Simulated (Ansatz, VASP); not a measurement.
CuI (Marshite): VASP beside Ansatz

```
Cu I
1.0
     0.00000    2.98542    2.98542
     2.98542    0.00000    2.98542
     2.98542    2.98542    0.00000
Cu I
1 1
Cartesian
  1.4927 1.4927 1.4927
  0.0000 0.0000 0.0000
```

Alike in both runs: functional PBE; dispersion D3(BJ); k mesh 8 × 8 × 8; occupations gaussian, width 0.02 eV; no spin polarisation.

Ansatz relaxed the structure, and its values are those at the end. VASP's run is a single point on that final structure, the one shown.

```csv
,VASP,Ansatz
version,VASP 6.6.1,Ansatz 0.2.0
potentials or method,"VASP PAW PBE potentials, release 64 (Cu, I)","scalar-relativistic, plane waves, PAW"
plane-wave cutoff (eV),520,420
valence electrons in the cell,18,36
```

|  | VASP | Ansatz | Ansatz less VASP |
| --- | --- | --- | --- |
| gap on the k mesh at the Fermi level (eV) | 1.27 | 1.25 | -0.024 |
| least direct gap on the mesh (eV) | 1.27 | 1.25 | -0.024 |
| pressure (GPa) | 0.0 | 0.0 | -0.04 |

The two sets of potentials don't hold the same shells in valence.

Caveats: spin-orbit coupling is left out, which moves the levels of the heavy elements.
